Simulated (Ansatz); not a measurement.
Theory: DFT PBE+D3(BJ), scalar-relativistic, plane waves, PAW in Ansatz. Settings: cutoff 420 eV, Γ-centred meshes spaced at most about 0.3 Å⁻¹, and about 0.25 Å⁻¹ or finer for metals (2π included), Gaussian smearing. No spin polarisation.

Temperature and zero-point effects are left out.

Compare these two cells of Se, each relaxed at this level.

A. Space group Pbam (No. 55), orthorhombic, a = 4.116 Å, b = 8.239 Å, c = 2.717 Å. Se is surrounded by 1 Se at 2.48 Å, 2 Se at 2.72 Å, 2 Se at 2.98 Å and 1 Se at 3.25 Å.

B. Space group P2_1/c (No. 14), monoclinic, a = 8.940 Å, b = 8.802 Å, c = 14.455 Å, β = 127.3°. Se on its first site has 2 Se at 2.36–2.37 Å; Se on its second site has 2 Se at 2.37 Å; Se on its third site is surrounded by 2 Se at 2.37–2.39 Å; around Se on its fourth site lie 2 Se at 2.37–2.39 Å; Se on its fifth site has 2 Se at 2.35–2.37 Å; 3 more sites not described.

Problem. Which would you expect to be lower, and how large is the difference?

Solution. B is lower, by 30 meV/atom. A has space group Pbam (No. 55), 23.0 Å³/atom and no gap on its mesh; B has space group P2_1/c (No. 14), 28.3 Å³/atom and a gap of 1.12 eV. Counting all near atoms (those within 1.25 times the shortest such distance or 1.15 times the sum of covalent radii; a plus sign parts nearer from farther groups), A has Se 1+2+2 and B has Se 2. Origin: A, reached from a Materials Project cell; B, reached from a cell as deposited in COD. The lowest form computed isn't among them: it has the trigonal selenium type, space group P3_121 (No. 152), 24.5 Å³/atom, is reached from a cell as deposited in COD and lies 63 meV/atom below the best shown.

Kohn–Sham gaps at this level usually fall short of measured ones. Some structure types and database cells were kept out of the candidates from the start, so a known form may be missing.
